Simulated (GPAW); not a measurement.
Crystal: Y.

```
CELL_PARAMETERS angstrom
3.64740 0.00000 0.00000
-1.82370 3.15874 0.00000
0.00000 0.00000 5.73060
ATOMIC_POSITIONS crystal
Y 0.66667 0.33333 0.75000
Y 0.33333 0.66667 0.25000
```

| Property | Result |
| --- | --- |
| Program | GPAW 26.7.0 |
| Task | relaxation of cell and atoms |
| Functional | PBEsol |
| Dispersion | D3(BJ) |
| Potentials or basis | PAW data sets generated in the run's folder for this functional |
| Cutoff | 600 eV |
| Basis | pw |
| k mesh | 6 × 6 × 4 |
| Occupations | fermi-dirac, width 0.05 eV |
| Spin | no spin polarisation |

At the start: pressure -3.9 GPa; volume 33.01 Å³/atom.

**Question.** Where does the relaxation end?

**Answer.** Over 6 steps the energy falls by 41.1 meV/atom and the volume is 29.87 Å³/atom (-9.5 %); space group P6_3/mmc (No. 194, to 0.05 Å).

Step by step:
```tsv
step	energy change (eV)	largest force (eV/Å)	pressure (GPa)	volume (Å³)
1	0.0000	0.0000	-3.95	66.02
2	-0.0259	0.0000	-3.34	64.88
3	-0.0816	0.0000	0.16	59.49
4	-0.0818	0.0000	0.01	59.68
5	-0.0818	0.0001	0.00	59.70
6	-0.0821	0.0001	-0.03	59.75
```

Final structure:
```
CELL_PARAMETERS angstrom
3.54269 0.00000 0.00000
-1.77135 3.06806 0.00000
0.00000 0.00000 5.49712
ATOMIC_POSITIONS crystal
Y 0.66667 0.33333 0.75000
Y 0.33333 0.66667 0.25000
```

Caveat: later steps reuse the first step's grids; pairwise dispersion overbinds metals, which lowers pressure and volume.
